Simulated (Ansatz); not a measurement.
# GaN: band gap under strain

Aim: follow the gap of GaN built on the zincblende prototype through these states: +2.6 % strain along x alone; -4.1 % equal strain in all directions; +4.8 % strain along z alone. The table at the end shows which levels were run.

Code: Ansatz 0.2.0. PAW datasets, plane waves. (Simulation; spin polarisation is off.)

## Step 1: The cell

The unstrained cell was relaxed with r2SCAN; in each strained cell the atoms were relaxed again with r2SCAN. Names of k-points are those of the unstrained zone, where strain can split equivalent points. First state: +2.6 % strain along x alone.

Space group I-4m2 (No. 119), tetragonal; a = 3.180 Å, c = 4.617 Å in the conventional setting, 11.68 Å³ an atom. Near Ga stand 4 N at 1.97 Å; near N stand 4 Ga at 1.97 Å.

As a file:

```cif
data_structure
_symmetry_space_group_name_H-M 'I-4m2'
_symmetry_Int_Tables_number 119
_cell_length_a 3.1805
_cell_length_b 3.1805
_cell_length_c 4.6171
_cell_angle_alpha 90.000
_cell_angle_beta 90.000
_cell_angle_gamma 90.000
_cell_volume 46.70
loop_
_atom_site_label
_atom_site_type_symbol
_atom_site_symmetry_multiplicity
_atom_site_Wyckoff_symbol
_atom_site_fract_x
_atom_site_fract_y
_atom_site_fract_z
_atom_site_occupancy
Ga1 Ga 2 a 0.00000 0.00000 0.00000 1
N1 N 2 d 0.50000 0.00000 0.25000 1
```

## Step 2: +2.6 % strain along x alone: PBE

The input, input.yaml:

```yaml
crystal:
  lattice:
    - [0.0, 2.2489525415, 2.2489525415]
    - [2.3085497839, 0.0, 2.2489525415]
    - [2.3085497839, 2.2489525415, 0.0]
  atoms:
    - { symbol: Ga, position: [0.0, 0.0, 0.0] }
    - { symbol: "N", position: [0.25, 0.25, 0.25] }
kpoints:
  mp_grid: { grid: [10, 10, 10] }
  band_path:
    path:
      - [0.0, 0.0, 0.0]
      - [-0.5, -0.5, 0.0]
      - [-0.375, -0.375, 0.25]
      - [-0.375, 0.0, 0.375]
      - [0.0, 0.0, 0.5]
      - [-0.5, -0.25, 0.25]
    npoints: 1
hamiltonian:
  xc: pbe
scf:
  occupations: { method: fermi_dirac, width: 0.02 }
  n_extra_bands: 4
output:
  forces: true
  stress: true
  eigenvalues: true
```

After this run come: +2.6 % strain along x alone: r2SCAN; +2.6 % strain along x alone: HSE06; -4.1 % equal strain in all directions: PBE; -4.1 % equal strain in all directions: r2SCAN; -4.1 % equal strain in all directions: HSE06; +4.8 % strain along z alone: PBE; +4.8 % strain along z alone: r2SCAN; +4.8 % strain along z alone: HSE06.

Before running it: what results should come out?

As calculated:

Least gap in eV (negative: overlap):

```
                                state   PBE  r2SCAN  HSE06
          +2.6 % strain along x alone  1.54    1.95   2.77
-4.1 % equal strain in all directions  2.55    3.00   3.92
          +4.8 % strain along z alone  1.37    1.76   2.57
```

**Reading.** Where both were run, the HSE06 gap lies +1.20 to +1.37 eV from PBE's, each on its own k points. In PBE the gap is least under +4.8 % strain along z alone (1.37 eV) and largest under -4.1 % equal strain in all directions (2.55 eV).
